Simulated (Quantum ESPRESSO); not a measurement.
SiC (Moissanite 3C), 2 atoms in the cell. It takes space group F-43m (No. 216, cubic). Conventional cell: a = 4.358 Å, b = 4.358 Å, c = 4.358 Å, α = 90.00°, β = 90.00°, γ = 90.00°. Si (site symmetry -43m) is surrounded by 4 C at 1.89 Å. C (site symmetry -43m) is surrounded by 4 Si at 1.89 Å. 

```yaml
Program: Quantum ESPRESSO 7.5
Task: relaxation of cell and atoms
Functional: PBEsol
Potentials_or_basis: SSSP 1.3 efficiency PBE
Cutoff: 857 eV
Density_cutoff: 6884 eV
k_mesh: 10 × 10 × 10
Occupations: fermi-dirac, width 0.05 eV
Spin: no spin polarisation
Target_pressure: 2 GPa
Mixing_beta: 0.5
Most_SCF_iterations: 120
SCF_threshold: 4e-10 Ry
Most_ionic_steps: 40
Forc_conv_thr: 0.0004 Ry/bohr
Etot_conv_thr: 1e-05 Ry
Ion_dynamics: bfgs
Cell_dynamics: bfgs
Press_conv_thr: 0.3 kbar
```

Potentials or basis: SSSP 1.3 efficiency PBE.

The run is started by

```console
$ OMP_NUM_THREADS=1 pw.x -in pw.in > pw.out
```

Hardware: 1 thread of Intel(R) Xeon(R) 6975P-C (Granite Rapids) (shared host).

**Question.** How long does it take, and how much memory?

**Answer.** Run time: 24 s on 1 thread of Intel(R) Xeon(R) 6975P-C (Granite Rapids), with other jobs on the host, peak memory 0.15 GiB. Counts: scf iterations 32, k pools 1, bands 9, ion steps 3, k points 47, g dense 26813.
